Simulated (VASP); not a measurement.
VASP inputs for LiH (zincblende)

INCAR

```
NSW = 0
LREAL = .FALSE.
LWAVE = .FALSE.
PREC = Accurate
EDIFF = 1E-7
ISIF = 2
GGA = CA
IBRION = -1
LELF = .TRUE.
LASPH = .TRUE.
NELM = 120
SIGMA = 0.01
LCHARG = .TRUE.
ISMEAR = 0
ENCUT = 520
NBANDS = 9
```

KPOINTS

```
KPOINTS created by Atomic Simulation Environment
0
Gamma
10 10 10
0 0 0
```

KPOINTS_OPT

```
special points
7
Reciprocal
0.0000000000 0.0000000000 0.0000000000 1
0.5000000000 0.0000000000 0.5000000000 1
0.5000000000 0.2500000000 0.7500000000 1
0.3750000000 0.3750000000 0.7500000000 1
0.5000000000 0.5000000000 0.5000000000 1
0.6250000000 0.2500000000 0.6250000000 1
0.5375000000 0.4250000000 0.5375000000 1
```

POSCAR

```
Li H
 1.0000000000000000
    -0.0000000000000000    2.1451220115935112    2.1451220115935112
     2.1451220115935112   -0.0000000000000000    2.1451220115935112
     2.1451220115935112    2.1451220115935112   -0.0000000000000000
 Li  H
   1   1
Cartesian
 -0.0000000000000000 -0.0000000000000000 -0.0000000000000000
  1.0725610057967556  1.0725610057967556  1.0725610057967556
```

VASP ran with the recommended LDA PAW datasets (4 valence electrons in the cell).

Problem. What does this run give?

Solution. gap between bands v and c 3.94 eV; least direct gap 5.02 eV; pressure -2.2 GPa.

Band v is the last that the valence electrons fill when counted band by band, and c is the next. Levels in eV from the top of v:

| point | v−1 | v | c | c+1 |
| --- | --- | --- | --- | --- |
| Γ | -42.49 | -3.79 | 13.07 | 16.78 |
| X | -42.46 | -0.39 | 6.93 | 9.71 |
| W | -42.46 | 0.00 | 6.00 | 6.56 |
| K | -42.46 | -0.18 | 5.26 | 8.20 |
| L | -42.47 | -1.12 | 3.94 | 14.63 |
